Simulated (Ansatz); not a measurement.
# MgS (F-43m) in Ansatz: settings compared

The runs below take MgS through band structure, single point, equation of state, phonons, with r2SCAN, PBEsol.

Everything below comes from runs of Ansatz 0.2.0. Logs are shortened: lines on timing, memory, paths and dates and some standing lists are left out, and cuts for length are marked.

**1. The structure**

It takes space group F-43m (No. 216, cubic). Conventional cell: a = 5.666 Å, b = 5.666 Å, c = 5.666 Å, α = 90.00°, β = 90.00°, γ = 90.00°. Around S (site symmetry -43m) lie 4 Mg at 2.45 Å. Mg (site symmetry -43m) has 4 S at 2.45 Å as nearest neighbours.

The cell comes from a database or a generator and needn't be the stable form of this composition.

**2. Band structure, r2SCAN**

input.yaml

```yaml
crystal:
  lattice:
    - [0.0, 2.8331200468, 2.8331200468]
    - [2.8331200468, 0.0, 2.8331200468]
    - [2.8331200468, 2.8331200468, 0.0]
  atoms:
    - { symbol: S, position: [0.25, 0.25, 0.25] }
    - { symbol: Mg, position: [0.0, 0.0, 0.0] }
hamiltonian:
  xc: r2scan
  pseudopotentials: { kind: paw }
kpoints:
  mp_grid: { grid: [8, 8, 8] }
  band_path:
    path:
      - [[0.0, 0.0, 0.0], [0.5, 0.0, 0.5], [0.5, 0.25, 0.75], [0.375, 0.375, 0.75], [0.0, 0.0, 0.0], [0.5, 0.5, 0.5], [0.625, 0.25, 0.625], [0.5, 0.25, 0.75], [0.5, 0.5, 0.5], [0.375, 0.375, 0.75]]
      - [[0.625, 0.25, 0.625], [0.5, 0.0, 0.5]]
    npoints: 14
scf:
  occupations: { method: fermi_dirac, width: 0.05 }
  n_extra_bands: 6
output:
  forces: true
  stress: true
  eigenvalues: true
  fatbands: false
```

Potentials or basis: Ansatz PAW.

Run with:

```bash
> ansatz run input.yaml --threads 2 --pin off --max-ram 5632MiB --backend cpu --events-out ev --progress --plain --runs-dir out
```

Output:

```text
Warning: RAYON_NUM_THREADS=2 ignored (pool sized by the plan → 2); use --threads N
scf.n_extra_bands = 6 over 8 filled bands (N_el = 16.0): the run solves 14 bands
Engine: ansatz 0.2.0, x86_64-unknown-linux-gnu
Pseudopotentials: kind: paw
Pseudopotential: S, paw, valence charge 6, recommended cutoff 500 eV (meta_gga), S.paw.azcp
Pseudopotential: Mg, paw, valence charge 10, recommended cutoff 500 eV (meta_gga), Mg.paw.azcp
Functional definition: r2SCAN
  parameter k0 = 0.174
  parameter k1 = 0.065
  parameter a1 = 4.9479
  exchange = r2scan_x(k0 = k0, k1 = k1, a1 = a1)
  correlation = r2scan_c
Crystal: 2 atoms, lattice volume = 45.480 Å³
Basis set: ecut = 500 eV, 1139 PW (Γ), exchange–correlation on 120×120×120 points (64 copies of the dense FFT grid, shifted against one another)
Bands: 14, of which v1, the nominal top of the filled ones, is band 8 counted from 1 (7 counted from 0)
Symmetry: 24 space group operations
Space group: F-43m (ITA 216), of the structure as read, at distance tolerance 3.6e-5 Å
k-points: 29 of 512 (time reversal used)
Non-local potential: S, projectors of the file, l = 0: 2, l = 1: 2, l = 2: 2
Non-local potential: Mg, projectors of the file, l = 0: 3, l = 1: 2, l = 2: 1
PAW form: soft (Blöchl's): semilocal exchange-correlation on the pseudo side does not see the compensation charge
PAW frozen core: S, regenerated for the run's functional (the file was generated under x = pbe(κ = 0.804, μ = 0.2195149727645171), c = pbe(β = 0.06672455060314922))
PAW frozen core: Mg, regenerated for the run's functional (the file was generated under x = pbe(κ = 0.804, μ = 0.2195149727645171), c = pbe(β = 0.06672455060314922))
PAW one-centre angular grid: S, 302 points (default); XC on 160 Gauss nodes
PAW one-centre angular grid: Mg, 302 points (default); XC on 224 Gauss nodes
Initial density: superposition of atomic densities (neutral atoms: chi_scale 0, normalization atom), corrected by the library's trained network
Initial wavefunctions: pseudopotential atomic-orbital guess
Functional: x = r2scan, c = r2scan; τ floored in thin density (d = 2e-4 eV/Å³)
SCF iter   1: F=—  HF=-2835.487018 eV  |F-HF|=—  |Δ(HF+E_count)|=         —  Δρ=6.16e-3  dr2=6.59e-3  dr2_τ=6.82e-3  ethr=1.77e-3  ⟨swp⟩=5.5  Hψ=2511  notcnv=0  defer=14
preconditioner: auto → none  [insulator: Δε(μ)=4.099 eV  Ē_g=13.390 eV  σ=0.050 eV  W_gap=1.00  n_scr=14 (ndim 8)  ℏωp=15.6 eV  f_vac=0.019  D(μ)=0.00/eV (n_scr^D=0)  ε∞_Penn≈2.4]
SCF iter   2: F=—  HF=-2835.512990 eV  |F-HF|=—  |Δ(HF+E_count)|=   2.60e-2  Δρ=2.38e-3  dr2=1.65e-3  dr2_τ=4.96e-5  ethr=4.12e-5  ⟨swp⟩=2.0  Hψ=999  notcnv=0  defer=45
SCF iter   3: F=—  HF=-2835.513205 eV  |F-HF|=—  |Δ(HF+E_count)|=   2.15e-4  Δρ=6.02e-4  dr2=1.14e-4  dr2_τ=8.38e-6  ethr=1.03e-5  ⟨swp⟩=2.0  Hψ=593  notcnv=0  defer=45
SCF iter   4: F=—  HF=-2835.513200 eV  |F-HF|=—  |Δ(HF+E_count)|=   5.33e-6  Δρ=1.01e-4  dr2=3.30e-6  dr2_τ=7.18e-7  ethr=7.10e-7  ⟨swp⟩=2.1  Hψ=471  notcnv=0  defer=45
SCF iter   5: F=—  HF=-2835.513202 eV  |F-HF|=—  |Δ(HF+E_count)|=   2.11e-6  Δρ=1.98e-5  dr2=8.90e-8  dr2_τ=4.70e-9  ethr=2.06e-8  ⟨swp⟩=2.2  Hψ=515  notcnv=0  defer=45
SCF iter   6: F=-2835.513202 eV  HF=-2835.513202 eV  |F-HF|=1.19e-9  |Δ(HF+E_count)|=   5.71e-8  Δρ=2.12e-6  dr2=2.96e-9  dr2_τ=1.36e-10  ethr=5.56e-10  ⟨swp⟩=6.7  Hψ=1920  notcnv=0
SCF 1 converged in 6 iterations: F = -2835.513202 eV  dr2 = 2.96e-9
NSCF: frozen V_eff on 142 k-points
SCF converged after 6 iterations
Free energy (F): -2835.513202 eV
Harris-Foulkes:  -2835.513202 eV  (|F-HF|=1.19e-9)
Internal energy: -2835.513202 eV  (E = F + TS)
E sigma→0 (E₀):  -2835.513202 eV
Fermi energy:    4.947970 eV
--- Per-component energies (eV) ---
  E_band       = -387.904834
  E_kinetic    = 183.404025
  E_local      = -1885.956327  (includes V_loc(G=0)·N_el)
  E_nonlocal   = 123.714037
  E_hartree    = 683.810940
  E_xc         = -119.934997
  E_vxc        = -135.334196  (∫ρ·V_xc dr)
  E_paw        = -905.832758  (= ΣΔE_a)
  E_vpaw       = -48.466688  (= ΣTr[D̂ρ^β])
  E_aug_tail   = -0.000000  (compensation charges beyond the density's cutoff)
  E_vtau       = 7.112815  (kinetic-family band-sum trace: ∫τ·v_τ [+ j·A + Jᵃ·Aᵃ] dr)
  E_ewald      = -914.582148
  E_core_change = -0.135975  (= ΣΔE_core)
  E_smearing   = -0.000000  (= −TS)
  E_closure    = -0.000000  (closes the sum)
  Σ components = -2835.513202   (vs F -2835.513202, Δ=0.00e0)
--- Forces (eV/Å), atoms counted from 1 ---
  atom   1  S     -0.00000000     0.00000000    -0.00000000
  atom   2  Mg     0.00000000     0.00000000    -0.00000000
  max |Σ_I F_I| component: 1.48e-16 eV/Å
--- Stress (GPa, compression-positive) ---
       -0.133588      -0.000000      -0.000000
        0.000000      -0.133588       0.000000
       -0.000000       0.000000      -0.133588
  P = ⅓ Tr σ = -0.1336 GPa (-1.336 kbar)
--- Band table (eV; the first three rows and the last of 29) ---
  k-point 0: bands = ["-73.7052", "-38.8064", "-38.8064", "-38.8064", "-8.9134", "2.8179", "2.8179", "2.8179", "6.9472", "11.3931", "11.3931", "11.3931", "14.1902", "14.1902"]
  k-point 1: bands = ["-73.7052", "-38.8068", "-38.8065", "-38.8065", "-8.8236", "2.1635", "2.7648", "2.7648", "7.5881", "11.2165", "11.5758", "11.5758", "13.7443", "13.7443"]
  k-point 2: bands = ["-73.7052", "-38.8078", "-38.8066", "-38.8066", "-8.5912", "0.9880", "2.6442", "2.6442", "8.4551", "11.2678", "11.5844", "11.5844", "13.8381", "13.8381"]
  k-point 28: bands = ["-73.7051", "-38.8086", "-38.8079", "-38.8074", "-7.9804", "0.5557", "0.9624", "1.4949", "8.7988", "11.5092", "11.5895", "12.0318", "16.4550", "17.2601"]
```

Run time: 3.1 s. Hardware: 2 threads of Intel Xeon Platinum 8488C (Sapphire Rapids), shared host; peak memory 0.47 GiB.

What came out:

- Free energy: -2835.5132 eV
- Pressure: -0.1 GPa
- Band gap on the k mesh: 4.13 eV, direct
- Band gap along the path: 4.13 eV, direct

Levels at the corners of the path, in eV from the valence-band top:
```csv
point,band 6,band 7,band 8,band 9,band 10,band 11
Γ,0.00,0.00,0.00,4.13,8.58,8.58
X,-2.81,-1.04,-1.04,4.32,6.26,12.12
W,-2.26,-1.86,-1.32,5.98,8.69,8.77
K,-2.46,-1.88,-0.82,5.31,7.60,10.34
Γ,0.00,0.00,0.00,4.13,8.58,8.58
L,-3.13,-0.33,-0.33,5.79,8.19,8.19
U,-2.46,-1.88,-0.82,5.31,7.60,10.34
W,-2.26,-1.86,-1.32,5.98,8.69,8.77
L,-3.13,-0.33,-0.33,5.79,8.19,8.19
K,-2.46,-1.88,-0.82,5.31,7.60,10.34
U,-2.46,-1.88,-0.82,5.31,7.60,10.34
X,-2.81,-1.04,-1.04,4.32,6.26,12.12
```

Caveat: the PAW data sets come from PBE, with cores solved anew for the run's functional, which leaves a small shift of forces and pressure.

**3. Single point, r2SCAN, 21.38 Å³/atom (volume scaled by 0.94)**

input.yaml

```yaml
crystal:
  lattice:
    - [0.0, 2.7752850422, 2.7752850422]
    - [2.7752850422, 0.0, 2.7752850422]
    - [2.7752850422, 2.7752850422, 0.0]
  atoms:
    - { symbol: S, position: [0.25, 0.25, 0.25] }
    - { symbol: Mg, position: [0.0, 0.0, 0.0] }
hamiltonian:
  xc: r2scan
  pseudopotentials: { kind: paw }
kpoints:
  mp_grid: { grid: [8, 8, 8] }
scf:
  occupations: { method: fermi_dirac, width: 0.05 }
output:
  forces: true
  stress: true
  eigenvalues: true
```

Potentials or basis: Ansatz PAW.

Run with:

```bash
> ansatz run input.yaml --threads 2 --pin off --max-ram 5632MiB --backend cpu --events-out ev --progress --plain --runs-dir out
```

Run time: 1.3 s. Hardware: 2 threads of Intel Xeon Platinum 8488C (Sapphire Rapids), shared host; peak memory 0.47 GiB.

It converged, with:

| Quantity | Value |
| --- | --- |
| Free energy | -2835.4818 eV |
| Pressure | 4.0 GPa |
| Band gap on the k mesh | 4.27 eV, indirect (least direct gap 4.47 eV) |

Caveat: the PAW data sets come from PBE, with cores solved anew for the run's functional, which leaves a small shift of forces and pressure.

**4. Single point, r2SCAN, 21.83 Å³/atom (volume scaled by 0.96)**

Changes to input.yaml since step 3:

```diff
@@ -2,5 +2,5 @@
   lattice:
-    - [0.0, 2.7752850422, 2.7752850422]
-    - [2.7752850422, 0.0, 2.7752850422]
-    - [2.7752850422, 2.7752850422, 0.0]
+    - [0.0, 2.794829947, 2.794829947]
+    - [2.794829947, 0.0, 2.794829947]
+    - [2.794829947, 2.794829947, 0.0]
   atoms:
```

Run with:

```bash
> ansatz run input.yaml --threads 2 --pin off --max-ram 5632MiB --backend cpu --events-out ev --progress --plain --runs-dir out
```

Run time: 1.5 s. Hardware: 2 threads of Intel Xeon Platinum 8488C (Sapphire Rapids), shared host; peak memory 0.47 GiB.

It converged, with:

```yaml
Free_energy: -2835.5003 eV
Pressure: 2.5 GPa
Band_gap_on_the_k_mesh: 4.29 eV, indirect (least direct gap 4.35 eV)
```

Caveat: the PAW data sets come from PBE, with cores solved anew for the run's functional, which leaves a small shift of forces and pressure.

**5. Single point, r2SCAN, 22.29 Å³/atom (volume scaled by 0.98)**

Changes to input.yaml since step 4:

```diff
@@ -2,5 +2,5 @@
   lattice:
-    - [0.0, 2.794829947, 2.794829947]
-    - [2.794829947, 0.0, 2.794829947]
-    - [2.794829947, 2.794829947, 0.0]
+    - [0.0, 2.8141052454, 2.8141052454]
+    - [2.8141052454, 0.0, 2.8141052454]
+    - [2.8141052454, 2.8141052454, 0.0]
   atoms:
```

Run with:

```bash
> ansatz run input.yaml --threads 2 --pin off --max-ram 5632MiB --backend cpu --events-out ev --progress --plain --runs-dir out
```

Run time: 1.6 s. Hardware: 2 threads of Intel Xeon Platinum 8488C (Sapphire Rapids), shared host; peak memory 0.47 GiB.

Results (log left out):

```yaml
Free_energy: -2835.5105 eV
Pressure: 1.1 GPa
Band_gap_on_the_k_mesh: 4.24 eV, direct
```

Caveat: the PAW data sets come from PBE, with cores solved anew for the run's functional, which leaves a small shift of forces and pressure.

**6. Single point, r2SCAN, 22.74 Å³/atom**

Changes to input.yaml since step 5:

```diff
@@ -2,5 +2,5 @@
   lattice:
-    - [0.0, 2.8141052454, 2.8141052454]
-    - [2.8141052454, 0.0, 2.8141052454]
-    - [2.8141052454, 2.8141052454, 0.0]
+    - [0.0, 2.8331200468, 2.8331200468]
+    - [2.8331200468, 0.0, 2.8331200468]
+    - [2.8331200468, 2.8331200468, 0.0]
   atoms:
```

Potentials or basis: Ansatz PAW.

Run with:

```bash
> ansatz run input.yaml --threads 2 --pin off --max-ram 5632MiB --backend cpu --events-out ev --progress --plain --runs-dir out
```

Run time: 1.4 s. Hardware: 2 threads of Intel Xeon Platinum 8488C (Sapphire Rapids), shared host; peak memory 0.46 GiB.

Results (log left out):

| Property | Result |
| --- | --- |
| Free energy | -2835.5132 eV |
| Pressure | -0.1 GPa |
| Band gap on the k mesh | 4.13 eV, direct |

Caveat: the PAW data sets come from PBE, with cores solved anew for the run's functional, which leaves a small shift of forces and pressure.

**7. Single point, r2SCAN, 23.20 Å³/atom (volume scaled by 1.02)**

Changes to input.yaml since step 6:

```diff
@@ -2,5 +2,5 @@
   lattice:
-    - [0.0, 2.8331200468, 2.8331200468]
-    - [2.8331200468, 0.0, 2.8331200468]
-    - [2.8331200468, 2.8331200468, 0.0]
+    - [0.0, 2.851882978, 2.851882978]
+    - [2.851882978, 0.0, 2.851882978]
+    - [2.851882978, 2.851882978, 0.0]
   atoms:
```

Run with:

```bash
> ansatz run input.yaml --threads 2 --pin off --max-ram 5632MiB --backend cpu --events-out ev --progress --plain --runs-dir out
```

Run time: 1.5 s. Hardware: 2 threads of Intel Xeon Platinum 8488C (Sapphire Rapids), shared host; peak memory 0.47 GiB.

It converged, with:

| Property | Result |
| --- | --- |
| Free energy | -2835.5092 eV |
| Pressure | -1.3 GPa |
| Band gap on the k mesh | 4.03 eV, direct |

Caveat: the PAW data sets come from PBE, with cores solved anew for the run's functional, which leaves a small shift of forces and pressure.

**8. Single point, r2SCAN, 23.65 Å³/atom (volume scaled by 1.04)**

Changes to input.yaml since step 7:

```diff
@@ -2,5 +2,5 @@
   lattice:
-    - [0.0, 2.851882978, 2.851882978]
-    - [2.851882978, 0.0, 2.851882978]
-    - [2.851882978, 2.851882978, 0.0]
+    - [0.0, 2.8704022176, 2.8704022176]
+    - [2.8704022176, 0.0, 2.8704022176]
+    - [2.8704022176, 2.8704022176, 0.0]
   atoms:
```

Run with:

```bash
> ansatz run input.yaml --threads 2 --pin off --max-ram 5632MiB --backend cpu --events-out ev --progress --plain --runs-dir out
```

Wall time 1.5 s (2 threads of Intel Xeon Platinum 8488C (Sapphire Rapids), shared host); peak memory 0.47 GiB.

It converged, with:

```
Free energy            : -2835.4991 eV
Pressure               : -2.3 GPa
Band gap on the k mesh : 3.92 eV, direct
```

Caveat: the PAW data sets come from PBE, with cores solved anew for the run's functional, which leaves a small shift of forces and pressure.

**9. Single point, r2SCAN, 24.10 Å³/atom (volume scaled by 1.06)**

Changes to input.yaml since step 8:

```diff
@@ -2,5 +2,5 @@
   lattice:
-    - [0.0, 2.8704022176, 2.8704022176]
-    - [2.8704022176, 0.0, 2.8704022176]
-    - [2.8704022176, 2.8704022176, 0.0]
+    - [0.0, 2.8886855272, 2.8886855272]
+    - [2.8886855272, 0.0, 2.8886855272]
+    - [2.8886855272, 2.8886855272, 0.0]
   atoms:
@@ -19 +19,5 @@
   eigenvalues: true
+  write_density: true
+  write_potential: true
+  elf: true
+  volumetric_format: npy
```

Potentials or basis: Ansatz PAW.

Run with:

```bash
> ansatz run input.yaml --threads 2 --pin off --max-ram 5632MiB --backend cpu --events-out ev --progress --plain --runs-dir out
```

It took 1.9 s on 2 threads of Intel Xeon Platinum 8488C (Sapphire Rapids), shared host; peak memory 0.48 GiB.

It converged, with:

* Free energy: -2835.4834 eV
* Pressure: -3.2 GPa
* Band gap on the k mesh: 3.83 eV, direct

Caveat: the PAW data sets come from PBE, with cores solved anew for the run's functional, which leaves a small shift of forces and pressure.

**10. Equation of state, r2SCAN**

Potentials or basis: Ansatz PAW.

No new run: the results of the series are fitted here.

What came out:

```
Equilibrium volume                      : 22.69 Å³/atom
Bulk modulus                            : 60 GPa
Pressure derivative of the bulk modulus : 4.0
```

Energy against volume, from the lowest point:
| volume (Å³/atom) | energy (meV/atom) |
| --- | --- |
| 21.376 | 15.68 |
| 21.831 | 6.46 |
| 22.285 | 1.37 |
| 22.740 | 0.00 |
| 23.195 | 2.01 |
| 23.650 | 7.07 |
| 24.105 | 14.89 |

Caveat: the PAW data sets were made with another functional, which shifts forces and pressure a little.

(Part 1 of 2 ends here.)
